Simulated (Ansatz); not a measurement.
A trial cell of Al2Cu, before relaxation:

```cif
data_structure
_symmetry_space_group_name_H-M 'P-62m'
_symmetry_Int_Tables_number 189
_cell_length_a 4.7832
_cell_length_b 4.7832
_cell_length_c 4.4431
_cell_angle_alpha 90.000
_cell_angle_beta 90.000
_cell_angle_gamma 120.000
_cell_volume 88.03
loop_
_atom_site_label
_atom_site_type_symbol
_atom_site_symmetry_multiplicity
_atom_site_Wyckoff_symbol
_atom_site_fract_x
_atom_site_fract_y
_atom_site_fract_z
_atom_site_occupancy
Al1 Al 1 a 0.00000 0.00000 0.00000 1
Al2 Al 3 g 0.00000 0.33333 0.50000 1
Cu1 Cu 2 c 0.66667 0.33333 0.00000 1
```

Computed with DFT PBE, scalar-relativistic, plane waves, PAW in Ansatz 0.2.0. Cutoff 420 eV, Gaussian smearing, Γ-centred meshes. Cell and atoms relax first on a coarse mesh and then on a finer one. In between, the cell is made exact in the group found at 0.06 Å. In metals the finer mesh still leaves noise of several meV/atom or more. The steps can't lower the symmetry of their start. No spin polarisation.

A guess keeps its type if space group and coordination stay and the shape of the cell changes little (axis ratios within about 15 %, angles within 6°); the volume may change.

Q: Will the relaxed cell still be of the starting type?

A: It keeps its type. The symmetry stays P-62m (No. 189). The volume per atom grows by 0.7 %, from 14.7 to 14.8 Å³. The shortest distance goes from 2.73 Å (Al–Cu and Al–Al) to 2.70 Å (Al–Cu). The ratio c/a of the conventional cell changes by a factor of 0.98. Counting neighbours within 15 % of an atom's shortest distance, the start has Al 12, Cu 12 and the end Al 12, Cu 12.

The zero of energy is the elements' standard structures at the same level; no fitted shifts are applied.

Q: At what energy does it end?

A: −0.02 eV/atom. The formation energy is too near zero to say whether this cell lies below the elements.

The last run used a 12×12×8 mesh (in the run's order of axes) for its 6-atom cell and Gaussian smearing of 0.10 eV. For metals, differences of a few meV/atom aren't resolved. A structure relaxed within its symmetry needn't be a true minimum. Another cell of Al2Cu relaxed alike, in P-6m2, lies 38 meV/atom lower, so this cell isn't the stable form at this level.
